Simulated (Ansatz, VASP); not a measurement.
**One calculation of MgO, two programs**

```
CELL_PARAMETERS angstrom
-3.52132 0.00000 0.00000
-1.76066 -3.04955 0.00000
-0.73361 -0.76239 12.71815
ATOMIC_POSITIONS crystal
Mg 0.65972 0.64583 0.08335
Mg 0.63194 0.56250 0.41668
Mg 0.60417 0.47916 0.75002
Mg 0.25694 0.10416 0.91668
Mg 0.31250 0.27083 0.25002
Mg 0.28472 0.18750 0.58335
O 0.59028 0.43750 0.91668
O 0.64583 0.60416 0.25002
O 0.61805 0.52083 0.58335
O 0.32639 0.31250 0.08335
O 0.29861 0.22916 0.41668
O 0.27083 0.14583 0.75002
```

Alike in both runs: task single point; functional PBE; k mesh 7 × 7 × 2; occupations gaussian, width 0.05 eV; no spin polarisation.

|  | VASP | Ansatz |
| --- | --- | --- |
| version | VASP 6.6.1 | Ansatz 0.2.0 |
| potentials or method | VASP PAW PBE potentials, release 64 (Mg, O) | scalar-relativistic, plane waves, PAW |
| plane-wave cutoff (eV) | 520 | 520 |
| valence electrons in the cell | 48 | 96 |

Ansatz gave:

| Item | Value |
| --- | --- |
| gap on the k mesh at the Fermi level (eV) | 2.42 |
| least direct gap on the mesh (eV) | 2.42 |
| pressure (GPa) | 0.5 |
| largest component of the traceless stress (GPa) | 4.93 |
| rms of the force components (eV/Å) | 0.570 |

What did VASP give for the same quantities?

gap on the k mesh at the Fermi level (eV): 2.39; least direct gap on the mesh (eV): 2.39; pressure (GPa): 0.0; largest component of the traceless stress (GPa): 4.88; rms of the force components (eV/Å): 0.574.

Atom by atom the forces differ by 0.007 eV/Å (rms over components). The two sets of potentials don't hold the same shells in valence.

Caveats: an odd mesh through Γ misses points on the zone boundary, where band edges often lie; forces of over 1 eV/Å show positions far from the minimum, so gaps and moduli don't describe the material at rest.
